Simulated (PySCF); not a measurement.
## Static response to an electric field

Ethylene glycol, C2H6O2.
Geometry (GFN2-xTB, Å), atoms numbered from 1 in this order:
```xyz
10
C2H6O2 angstrom
O      1.3129   -0.6853    0.1543
C      0.5513    0.4855   -0.0725
C     -0.8899    0.0493   -0.3421
O     -1.4519   -0.5993    0.7664
H      2.2249   -0.4402    0.3360
H      0.5768    1.1363    0.8119
H      0.9335    1.0406   -0.9392
H     -1.5119    0.9240   -0.5424
H     -0.9000   -0.6099   -1.2218
H     -0.8368   -1.2965    1.0268
```

Level: PBE0/def2-SVPD (PySCF), static field, nuclei fixed, core orbitals frozen in the response. The polarisability tensor in these axes (au):

```
x   39.59  0.12  0.21
y    0.12 36.13 -1.58
z    0.21 -1.58 35.45
```

Question: Diagonalise the tensor; give its mean and Δα, where Δα² is half the sum of the squared differences of the eigenvalues.

Answer: Principal values 34.17, 37.40 and 39.60 au; mean 37.06 au = 5.49 Å³ = 6.11 × 10⁻⁴⁰ C²·m²/J; Δα = 4.74 au (13 % of the mean).

Question: What is the dipole moment, and where does it point?

Answer: (2.23, 1.14, -0.65) D, 2.58 D in size, pointing from the negative to the positive side. Measured along this direction, the outermost atoms are O4 at the negative end and H5 at the positive end.

Question: What depolarisation ratio follows for Rayleigh scattering of linearly polarised light, taking the static tensor?

Answer: ρ = 3Δα²/(45ᾱ² + 4Δα²) = 67.3/(61797 + 89.7) = 0.00109.

Question: How large is μ²/3kT at 298 K beside α?

Answer: In Gaussian units μ²/3kT = 54.08 Å³ against 5.49 Å³, a ratio of 9.85; the Debye molar polarisation (4π/3)N_A(α + μ²/3kT) is 150.3 cm³/mol, leaving out the vibrational part.

Question: What would n − 1 = 2πNα be for an ideal gas of these molecules at 500 K and 1 atm, electronic part alone?

Answer: N = p/kT = 1.4678 × 10¹⁹ cm⁻³, so n − 1 = 2π × N × 5.49 × 10⁻²⁴ cm³ = 506 × 10⁻⁶ at long wavelengths, for an ideal gas.

Question: Give the principal axes and the span of the nuclei along them.

Answer: Largest value along (1.00, 0.02, 0.04), where the nuclei span 3.75 Å; middle along (0.02, 0.78, -0.63), 3.08 Å; least along (-0.04, 0.63, 0.78), 2.61 Å. The response follows the extents in order.

Geometry: GFN2-xTB, one conformer, isolated molecule.
